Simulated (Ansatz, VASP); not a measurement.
## TiN in VASP and in Ansatz

```
CELL_PARAMETERS angstrom
0.00000 2.12200 2.12200
2.12200 0.00000 2.12200
2.12200 2.12200 0.00000
ATOMIC_POSITIONS crystal
Ti 0.00000 0.00000 0.00000
N 0.50000 0.50000 0.50000
```

Alike in both runs: task single point; functional PBE; k mesh 6 × 6 × 6; occupations fermi-dirac, width 0.05 eV; no spin polarisation.

|  | VASP | Ansatz |
| --- | --- | --- |
| version | VASP 6.6.1 | Ansatz 0.2.0 |
| potentials or method | VASP PAW PBE potentials, release 64 (Ti_sv, N), cutoff 520 eV | all-electron LAPW, scalar-relativistic |

```csv
,VASP,Ansatz,Ansatz less VASP
pressure (GPa),0.9,0.4,-0.47
```

Ansatz ran all-electron here, so the differences hold the error of VASP's frozen core and of both bases.

Caveats: the k mesh is coarse (spacing up to 0.43 Å⁻¹), so the values aren't converged.
